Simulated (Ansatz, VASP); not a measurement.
## Si: VASP beside Ansatz

INCAR

```
PREC     = Accurate       # precision mode
ENCUT    = 520            # plane-wave cutoff, eV
EDIFF    = 1E-6           # SCF threshold, eV
ISMEAR   = -1             # smearing method
SIGMA    = 0.08           # smearing width, eV
LREAL    = False          # projectors in reciprocal space
LASPH    = True           # aspherical terms in the spheres
NELM     = 60             # most SCF steps
ALGO     = Normal         # electronic algorithm
ISIF     = 2              # what is computed and relaxed
LWAVE    = False          # write WAVECAR
LCHARG   = False          # write CHGCAR
GGA      = CA             # functional
NBANDS   = 11             # bands
```

File KPOINTS:

```
Automatic mesh
0
Gamma
  12 12 12
```

File POSCAR:

```
Si
1.0
    0.0000000000      2.7154700000      2.7154700000
    2.7154700000      0.0000000000      2.7154700000
    2.7154700000      2.7154700000      0.0000000000
Si
2
Direct
    0.5000000000      0.5000000000      0.5000000000
    0.7500000000      0.7500000000      0.7500000000
```

Input for Ansatz:

```yaml
crystal:
  lattice:
    - [0.0, 2.71547, 2.71547]
    - [2.71547, 0.0, 2.71547]
    - [2.71547, 2.71547, 0.0]
  atoms:
    - { symbol: Si, position: [0.5, 0.5, 0.5] }
    - { symbol: Si, position: [0.75, 0.75, 0.75] }
kpoints:
  mp_grid: { grid: [12, 12, 12] }
  band_path:
    path:
      - [0.0, 0.0, 0.0]
      - [0.5, 0.0, 0.5]
      - [0.625, 0.25, 0.625]
      - [0.375, 0.375, 0.75]
      - [0.0, 0.0, 0.0]
      - [0.5, 0.5, 0.5]
      - [0.5, 0.25, 0.75]
      - [0.5, 0.0, 0.5]
    npoints: 14
scf:
  occupations: { method: fermi_dirac, width: 0.08 }
hamiltonian:
  xc: lda
  pseudopotentials: { kind: all_electron, lapw: { basis_error: 0.00025 } }
output:
  forces: true
  stress: true
  eigenvalues: true
  populations: true
  dos: { projected: true, de: 0.2, e_range: [-14, 8] }
```

Alike in both runs: task single point; functional LDA; k mesh 12 × 12 × 12; occupations fermi-dirac, width 0.08 eV; no spin polarisation.

```csv
,VASP,Ansatz
version,VASP 6.6.1,Ansatz 0.2.0
potentials or method,"VASP PAW LDA potentials, release 64 (Si)","all-electron LAPW, scalar-relativistic"
plane-wave cutoff (eV),520,see its input
```

|  | VASP | Ansatz | Ansatz less VASP |
| --- | --- | --- | --- |
| pressure (GPa) | -1.5 | -1.6 | -0.09 |

Ansatz ran all-electron here, so the differences hold the error of VASP's frozen core and of both bases.
